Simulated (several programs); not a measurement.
**Many methods on one cell: AgCl (CsCl type)**

AgCl built on the CsCl prototype, relaxed with r2SCAN in Ansatz, was computed with several methods. It is cubic, Pm-3m (No. 221); conventional cell a = 3.396 Å, 19.58 Å³ an atom. Around Ag lie 8 Cl at 2.94 Å; around Cl lie 8 Ag at 2.94 Å. Note: simulated data, non-magnetic, for a generated structure that need not be the stable one.

```
Ag Cl
1.0
     3.39559    0.00000    0.00000
     0.00000    3.39559    0.00000
     0.00000    0.00000    3.39559
Ag Cl
1 1
Direct
  0.00000 0.00000 0.00000
  0.50000 0.50000 0.50000
```

Gaps and times are for a single point on this cell; volume and bulk modulus come from each method's own relaxation or energy curve at fixed shape. Times are rough, from shared hosts (Intel Xeon Platinum 8488C), and each method has its own mesh and cell size. PM6 (MOPAC), PM7 (MOPAC), GFN1-xTB (tblite), GFN2-xTB (tblite) treat a cluster of cells at its zone centre, which samples few k points: where these miss a band edge, the gap comes out too large for that reason alone. Gaps from k meshes are read at a limited set of points (mesh, symmetry points, PBE's band edges), so each method's own least gap may be somewhat smaller. xTB and the PM methods were fitted mostly to molecules, and can miss a solid's gap by electronvolts. Minimal bases can be far off for gaps. Times of the plane-wave ladder aren't listed, since it ran on unlike processors and cards. GLLB-SC's gap includes the derivative discontinuity. d marks a direct gap, i an indirect one (no mark: not told apart), a dash a value that wasn't computed or didn't pass its checks.

| method | kind | gap (eV) | own volume (Å³/atom) | bulk modulus (GPa) | atoms computed | processor time |
| --- | --- | --- | --- | --- | --- | --- |
| PBEsol | semilocal | – | 18.49 | – | 2 | – |
| light PBE (260 eV and a coarse mesh) | light plane-wave | 0.63 i | – | – | 2 | 0.51 s |
| PBE | semilocal | 0.58 i | 20.19 | 47 | 2 | – |
| r2SCAN | semilocal | 1.23 i | 19.58 | 57 | 2 | – |
| GFN1-xTB (tblite) | tight binding | 1.64 | 19.11 | 76 | cluster | 3.7 s |
| LDA | semilocal | 0.29 i | 17.60 | – | 2 | – |
| GFN2-xTB (tblite) | tight binding | 1.50 | 18.22 | 73 | cluster | 5.7 s |
| PBE/SZV (CP2K) | small basis | 0.63 i | – | – | 2 | 5.8 s |
| GLLB-SC (GPAW) | model potential | 1.70 | – | – | 2 | 6.7 s |
| PM7 (MOPAC) | semi-empirical | 2.82 | – | – | cluster | 9.2 s |
| PM6 (MOPAC) | semi-empirical | 2.04 | – | – | cluster | 15 s |
| PBE/DZVP (CP2K) | small basis | 0.58 i | 20.37 | 47 | 2 | 16 s |
| PBE/single zeta (GPAW) | small basis | 0.61 i | – | – | 2 | 16 s |
| PBE+SOC | semilocal | 0.49 i | – | – | 2 | – |
| PBE0 | hybrid | 2.70 i | – | – | 2 | – |
| HSE06 | hybrid | 2.01 i | 20.16 | – | 2 | – |
| Hartree-Fock | exact exchange | 9.94 i | – | – | 2 | – |
| DDH-PBE0 | hybrid | 2.00 i | – | – | 2 | – |
| r2SCAN0 | hybrid | 3.15 i | – | – | 2 | – |
| HSE06+SOC | hybrid | 1.93 i | – | – | 2 | – |

Against HSE06 (2.01 eV) and with closed or daggered gaps left aside, the nearest gap at the points sampled is that of DDH-PBE0 (-0.01 eV) and the farthest that of Hartree-Fock (+7.93 eV). HSE06 is only a yardstick of convenience, and nearness to it can be luck.

Volumes against r2SCAN's: PBEsol -5.5 %, PBE +3.1 %, GFN1-xTB (tblite) -2.4 %, LDA -10.1 %, GFN2-xTB (tblite) -6.9 %, PBE/DZVP (CP2K) +4.1 %, HSE06 +3.0 %.

Only the rows marked +SOC include spin-orbit coupling.
